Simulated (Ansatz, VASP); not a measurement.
## Si2BPC2 in two plane-wave programs

Aim: how closely do two programs agree when they are given the same cell, functional and k mesh? The cell is taken from a series of runs on this material, whose earlier steps may have relaxed, scaled, displaced or heated it; both programs get it as it stands.

Method: plane waves, with VASP 6.6.1 beside it; relaxation of cell and atoms at PBEsol, in Ansatz 0.2.0.

### 1. Set-up

The cell holds 12 atoms: 2 B, 2 P, 4 Si and 4 C. Its edges and angles: a = 3.145 Å, b = 4.448 Å, c = 9.312 Å, α = 90.0°, β = 90.0°, γ = 90.0°. It derives from BP. The structure's axis is c.

### 2. Ansatz: relaxation of cell and atoms, PBEsol

Ansatz runs on its PAW soft_1 files.

The relaxed volume is the usual yardstick between codes: in a stiff, nearly cubic crystal its relative difference is about their pressure difference at one cell divided by the bulk modulus.

File input.yaml:

```yaml
crystal:
  lattice:
    - [3.1452109627, 0.0, 0.0]
    - [0.0, 4.448, 0.0]
    - [0.0, 0.0, 9.3122166835]
  atoms:
    - { symbol: B, position: [0.0, 0.0, 0.0810553361] }
    - { symbol: P, position: [0.5, 0.25, 0.0810553361] }
    - { symbol: B, position: [0.5, 0.5, 0.2568339916] }
    - { symbol: P, position: [0.0, 0.75, 0.2568339916] }
    - { symbol: Si, position: [0.0, 0.0, 0.432612647] }
    - { symbol: C, position: [0.5, 0.25, 0.432612647] }
    - { symbol: Si, position: [0.5, 0.5, 0.5947233193] }
    - { symbol: C, position: [0.0, 0.75, 0.5947233193] }
    - { symbol: Si, position: [0.0, 0.0, 0.7568339916] }
    - { symbol: C, position: [0.5, 0.25, 0.7568339916] }
    - { symbol: Si, position: [0.5, 0.5, 0.9189446639] }
    - { symbol: C, position: [0.0, 0.75, 0.9189446639] }
kpoints:
  mp_grid: { grid: [6, 6, 2] }
hamiltonian:
  xc: pbesol
  pseudopotentials: { kind: paw, azcp: { folder: soft_1 }, xc_functional: pbe }
scf:
  occupations: { method: fermi_dirac, width: 0.02 }
relax:
  f_tol: 0.015
  max_steps: 100
  cell: {}
```

Launch:

```bash
ansatz run input.yaml --threads 4 --pin off --max-ram 17510MiB --backend cpu --events-out ev --progress --plain --runs-dir out
```

Numbers of over 12 decimals in the logs are rounded to 6 here.

The program printed:

```text
Engine: ansatz 0.2.0, aarch64-unknown-linux-gnu
Pseudopotentials: kind: paw
Pseudopotential: B, paw, valence charge 3, recommended cutoff 420 eV (normal), soft_1/B.paw.azcp
Pseudopotential: P, paw, valence charge 5, recommended cutoff 420 eV (normal), soft_1/P.paw.azcp
Pseudopotential: Si, paw, valence charge 4, recommended cutoff 420 eV (normal), soft_1/Si.paw.azcp
Pseudopotential: C, paw, valence charge 4, recommended cutoff 420 eV (normal), soft_1/C.paw.azcp
Functional definition: PBEsol
  exchange = pbesol_x
  correlation = pbesol_c
Crystal: 12 atoms, lattice volume = 130.277 Å³
Basis set: ecut = 420 eV, 2555 PW (Γ), exchange–correlation on 48×60×128 points (8 copies of the dense FFT grid, shifted against one another)
Bands: 36, of which v1, the nominal top of the filled ones, is band 24 counted from 1 (23 counted from 0)
Symmetry: 2 space group operations
Space group: Pm (ITA 6), of the structure as read, at distance tolerance 5.1e-5 Å
k-points: 32 of 72 (time reversal used)
Non-local potential: B, projectors of the file, l = 0: 2, l = 1: 2, l = 2: 1
Non-local potential: P, projectors of the file, l = 0: 2, l = 1: 2, l = 2: 1
Non-local potential: Si, projectors of the file, l = 0: 2, l = 1: 2, l = 2: 1
Non-local potential: C, projectors of the file, l = 0: 2, l = 1: 2, l = 2: 1
PAW form: soft (Blöchl's): semilocal exchange-correlation on the pseudo side does not see the compensation charge
PAW frozen core: B, regenerated for the run's functional, and the local potential with it (the file was generated under x = pbe(κ = 0.804, μ = 0.219515), c = pbe(β = 0.066725))
PAW frozen core: P, regenerated for the run's functional, and the local potential with it (the file was generated under x = pbe(κ = 0.804, μ = 0.219515), c = pbe(β = 0.066725))
PAW frozen core: Si, regenerated for the run's functional, and the local potential with it (the file was generated under x = pbe(κ = 0.804, μ = 0.219515), c = pbe(β = 0.066725))
PAW frozen core: C, regenerated for the run's functional, and the local potential with it (the file was generated under x = pbe(κ = 0.804, μ = 0.219515), c = pbe(β = 0.066725))
PAW one-centre angular grid: B, 110 points (default); XC on 64 Gauss nodes
PAW one-centre angular grid: P, 110 points (default); XC on 64 Gauss nodes
PAW one-centre angular grid: Si, 110 points (default); XC on 64 Gauss nodes
PAW one-centre angular grid: C, 110 points (default); XC on 64 Gauss nodes
Initial density: superposition of atomic densities (chi_scale 0.1, normalization cell, long waves kept (reshape's long-wave potential 0.29 eV rms))
Initial wavefunctions: pseudopotential atomic-orbital guess
Functional: x = pbesol(κ = 0.804, μ = 0.123457), c = pbesol(β = 0.046)
SCF iter   1: F=—  HF=-5263.785683 eV  |F-HF|=—  |Δ(HF+E_count)|=         —  Δρ=1.08e-1  dr2=1.74e1  ethr=3.10e-3  ⟨swp⟩=8.1  Hψ=6744  notcnv=0  defer=18
preconditioner: auto → Resta (q_TF=auto, 2.310 Å⁻¹)  ε∞=4.8  [insulator: Δε(μ)=2.304 eV  Ē_g=11.607 eV  σ=0.020 eV  W_gap=1.00  n_scr=22 (ndim 8)  ℏωp=22.5 eV  f_vac=0.000  D(μ)=0.00/eV (n_scr^D=0)  ε∞_Penn≈4.8]
SCF iter   2: F=—  HF=-5258.921351 eV  |F-HF|=—  |Δ(HF+E_count)|=    4.86e0  Δρ=4.45e-2  dr2=2.34e0  ethr=3.10e-3  ⟨swp⟩=3.2  Hψ=2567  notcnv=0  defer=188
SCF iter   3: F=—  HF=-5258.231266 eV  |F-HF|=—  |Δ(HF+E_count)|=   6.90e-1  Δρ=1.47e-2  dr2=2.47e-1  ethr=3.10e-3  ⟨swp⟩=3.7  Hψ=1989  notcnv=0  defer=188
SCF iter   4: F=—  HF=-5258.176350 eV  |F-HF|=—  |Δ(HF+E_count)|=   5.49e-2  Δρ=2.97e-3  dr2=1.18e-2  ethr=5.15e-4  ⟨swp⟩=3.5  Hψ=2241  notcnv=0  defer=182
SCF iter   5: F=—  HF=-5258.176714 eV  |F-HF|=—  |Δ(HF+E_count)|=   3.64e-4  Δρ=9.83e-4  dr2=1.09e-3  ethr=2.46e-5  ⟨swp⟩=3.5  Hψ=1929  notcnv=0  defer=182
SCF iter   6: F=—  HF=-5258.177070 eV  |F-HF|=—  |Δ(HF+E_count)|=   3.56e-4  Δρ=3.06e-4  dr2=1.27e-4  ethr=2.27e-6  ⟨swp⟩=2.0  Hψ=1623  notcnv=0  defer=182
SCF iter   7: F=—  HF=-5258.177084 eV  |F-HF|=—  |Δ(HF+E_count)|=   1.39e-5  Δρ=5.74e-5  dr2=3.33e-6  ethr=2.64e-7  ⟨swp⟩=2.0  Hψ=1593  notcnv=0  defer=182
SCF iter   8: F=—  HF=-5258.177046 eV  |F-HF|=—  |Δ(HF+E_count)|=   3.77e-5  Δρ=1.28e-5  dr2=3.02e-7  ethr=6.94e-9  ⟨swp⟩=2.0  Hψ=1794  notcnv=0  defer=182
SCF iter   9: F=-5258.177046 eV  HF=-5258.177046 eV  |F-HF|=4.93e-9  |Δ(HF+E_count)|=   7.95e-9  Δρ=3.60e-6  dr2=1.91e-8  ethr=2.08e-10  ⟨swp⟩=5.2  Hψ=4012  notcnv=0
SCF 1 converged in 9 iterations: F = -5258.177046 eV  dr2 = 1.91e-8
  greatest PAW one-centre occupation: 0.781 electrons in one spin orbital (limit 2), on the P atom at site 1 (counted from 0), in its partial waves of l = 0
relax step   1: F+E_penalty+E_count = -5258.17704610 eV  Δ(F+E_penalty+E_count) = +0.000e0 eV  max|allowed force component| = 8.151e0 eV/Å  Δτ_max = 0.0000 Å  P = +6.544 GPa  Ω = 130.277 Å³  (9 SCF iters, dr2 threshold 1.00e-7 eV, accepted)
[...]
relax step   4: F+E_penalty+E_count = -5261.13053035 eV  Δ(F+E_penalty+E_count) = -1.153e-1 eV  max|allowed force component| = 1.150e-1 eV/Å  Δτ_max = 0.0476 Å  P = -0.335 GPa  Ω = 130.289 Å³  energy of the carried Pulay correction = -8.693e-6 eV  (6 SCF iters, dr2 threshold 1.20e-6 eV, accepted)
[...]
relax step   5: F+E_penalty+E_count = -5261.13328977 eV  Δ(F+E_penalty+E_count) = -2.759e-3 eV  max|allowed force component| = 2.619e-2 eV/Å  Δτ_max = 0.0057 Å  P = -0.101 GPa  Ω = 130.131 Å³  energy of the carried Pulay correction = +1.080e-4 eV  (4 SCF iters, dr2 threshold 1.20e-6 eV, accepted)
[...]
relax step   6: F+E_penalty+E_count = -5261.13342540 eV  Δ(F+E_penalty+E_count) = -1.356e-4 eV  max|allowed force component| = 2.457e-3 eV/Å  Δτ_max = 0.0012 Å  P = -0.010 GPa  Ω = 130.072 Å³  energy of the carried Pulay correction = +1.514e-4 eV  (4 SCF iters, dr2 threshold 4.29e-8 eV, accepted)
[...]
relax step   7: F+E_penalty+E_count = -5261.13340836 eV  Δ(F+E_penalty+E_count) = +1.703e-5 eV  max|allowed force component| = 2.497e-3 eV/Å  Δτ_max = 0.0000 Å  P = -0.006 GPa  Ω = 130.072 Å³  stress off target by 1.47e-2 GPa  SCF on the basis re-selected at this cell (its energy is not comparable with the rows above)  (5 SCF iters)
basis re-selected at this cell: Δ(F+E_penalty+E_count) = +1.703e-5 eV, ΔP = +0.004 GPa vs the last step (what re-selecting the basis moved, of the pressure what is left beyond the Pulay correction that the steps carried, after the strain that the cell walked since its last selection, with what the two solves' SCF thresholds leave and, on support functions, any second-order correction that the steps lacked; it is no m [...]
SCF converged after 5 iterations
Free energy (F): -5261.133408 eV
Harris-Foulkes:  -5261.133408 eV  (|F-HF|=4.55e-12)
Internal energy: -5261.133407 eV  (E = F + TS)
E sigma→0 (E₀):  -5261.133408 eV
Entropy (-TS):   -0.000001 eV (-0.000 meV/atom)
Fermi energy:    10.283290 eV
--- Per-component energies (eV) ---
  E_band       = 153.941047
  E_kinetic    = 769.862843
  E_local      = -518.761874  (includes V_loc(G=0)·N_el)
  E_nonlocal   = 262.287896
  E_hartree    = 166.797867
  E_xc         = -630.251359
  E_vxc        = -635.068477  (∫ρ·V_xc dr)
  E_paw        = -3611.730887  (= ΣΔE_a)
  E_vpaw       = -57.975329  (= ΣTr[D̂ρ^β])
  E_aug_tail   = 0.000222  (compensation charges beyond the density's cutoff)
  E_ewald      = -1699.670374
  E_core_change = 0.332259  (= ΣΔE_core)
  E_smearing   = -0.000001  (= −TS)
  E_closure    = -0.000000  (closes the sum)
  Σ components = -5261.133408   (vs F -5261.133408, Δ=0.00e0)
--- Forces (eV/Å), atoms counted from 1 ---
  atom   1  B     -0.00000000    -0.00122354    -0.00028818
  atom   2  P      0.00000000     0.00152697    -0.00034096
  atom   3  B     -0.00000000    -0.00168164     0.00033583
  atom   4  P      0.00000000     0.00148494     0.00004860
  atom   5  Si    -0.00000000     0.00128951     0.00154115
  atom   6  C      0.00000000    -0.00138293    -0.00075854
  atom   7  Si    -0.00000000    -0.00016578     0.00159873
  atom   8  C      0.00000000     0.00017073    -0.00240677
  atom   9  Si    -0.00000000     0.00010952    -0.00175890
  atom  10  C      0.00000000     0.00019103     0.00249660
  atom  11  Si    -0.00000000     0.00133440    -0.00165009
  atom  12  C      0.00000000    -0.00165321     0.00118341
  max |Σ_I F_I| component: 8.82e-7 eV/Å
--- Stress (GPa, compression-positive) ---
        0.000003      -0.000000      -0.000000
       -0.000000      -0.014470      -0.001640
       -0.000000      -0.001640      -0.003477
  P = ⅓ Tr σ = -0.0060 GPa (-0.060 kbar)
--- Relaxed structure (6 steps of the walk, 6 accepted, 1 SCFs on fresh bases) ---
  F+E_penalty+E_count = -5261.13340836 eV   max|allowed force component| = 2.497e-3 eV/Å   (the final SCF, on the basis selected at the relaxed cell)
  cell:  # Å, volume = 130.0723 Å³
    - [3.122716, -1.9664870846471576e-18, 1.456646714817832e-18]
    - [-2.7810327053552447e-18, 4.422935, 1.6086358717172413e-5]
    - [4.3127821950765375e-18, 3.367798067059771e-5, 9.417632]
  atoms:
    - { symbol: B, position: [-1.0348781974818881e-17, -0.047126, 0.072082] }
    - { symbol: P, position: [0.500000, 0.211259, 0.098309] }
    - { symbol: B, position: [0.500000, 0.452881, 0.274919] }
    - { symbol: P, position: [-8.757644518639907e-18, 0.711263, 0.248694] }
    - { symbol: Si, position: [5.679917888942377e-18, 0.029135, 0.435976] }
    - { symbol: C, position: [0.500000, 0.268846, 0.426793] }
    - { symbol: Si, position: [0.500000, 0.520475, 0.589690] }
    - { symbol: C, position: [2.568510756290203e-18, 0.767411, 0.594221] }
    - { symbol: Si, position: [3.3711701352829825e-18, 0.020472, 0.757311] }
    - { symbol: C, position: [0.500000, 0.267410, 0.752780] }
    - { symbol: Si, position: [0.500000, 0.529130, 0.911026] }
    - { symbol: C, position: [3.3734766268287628e-18, 0.768844, 0.920206] }
```

The column dr2 measures how far the density is from self-consistency, as an energy; F and HF (Harris–Foulkes) agree once it is small.

(Continued in part 2 of 2.)

[Lines on the potential files, build, host, timing and source positions are cut from VASP's logs without a mark.]

[Logs are printed without paths, hosts, clocks, repeated set-up lines and the standing remarks that a program may print on its own settings, such as how far it seeks lower states.]

[Hosts, paths, dates, database ids (printed as entryN), source tags and the programs' standing remarks are cut or masked in the printed files.]
